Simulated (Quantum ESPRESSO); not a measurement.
**BN in Quantum ESPRESSO: the effect of functional**

Crystal: BN.

```
CELL_PARAMETERS angstrom
2.55394 0.00000 0.00000
-1.27697 2.21178 0.00000
0.00000 0.00000 4.22685
ATOMIC_POSITIONS crystal
N 0.33333 0.66667 0.12528
N 0.66667 0.33333 0.62528
B 0.33333 0.66667 0.49972
B 0.66667 0.33333 0.99972
```

Measurements of this composition are mostly on another form, of space group No. 194.

Alike in all runs:

| Property | Result |
| --- | --- |
| Program | Quantum ESPRESSO 7.5 |
| Task | phonons |
| Cutoff | 1143 eV |
| Density cutoff | 4572 eV |
| k mesh | 8 × 8 × 4, shifted |
| Occupations | fermi-dirac, width 0.05 eV |
| Spin | no spin polarisation |

Each run relaxes the cell or the atoms first.

```tsv
functional	potentials or basis	relaxed volume (Å³/atom)	dielectric constant (mean)
LDA	PseudoDojo 0.4.1 SR LDA standard	?	?
PBE	PseudoDojo 0.4.1 SR PBE standard	5.96	4.57
PW91	PseudoDojo 0.4.1 SR PBE standard	5.97	4.56
RPBE	PseudoDojo 0.4.1 SR PBE standard	5.99	4.55
AM05	PseudoDojo 0.4.1 SR PBE standard	5.87	4.60
vdW-DF-cx	PseudoDojo 0.4.1 SR PBE standard	5.92	4.58
```

Q: What does the run with functional LDA give?

A: Relaxed volume 5.76 Å³/atom; dielectric constant 4.53 mean.

Caveats: the potentials were made for another functional, which shifts forces and pressure (some runs); the acoustic modes lie far from zero, so the frequencies are unreliable (some runs).
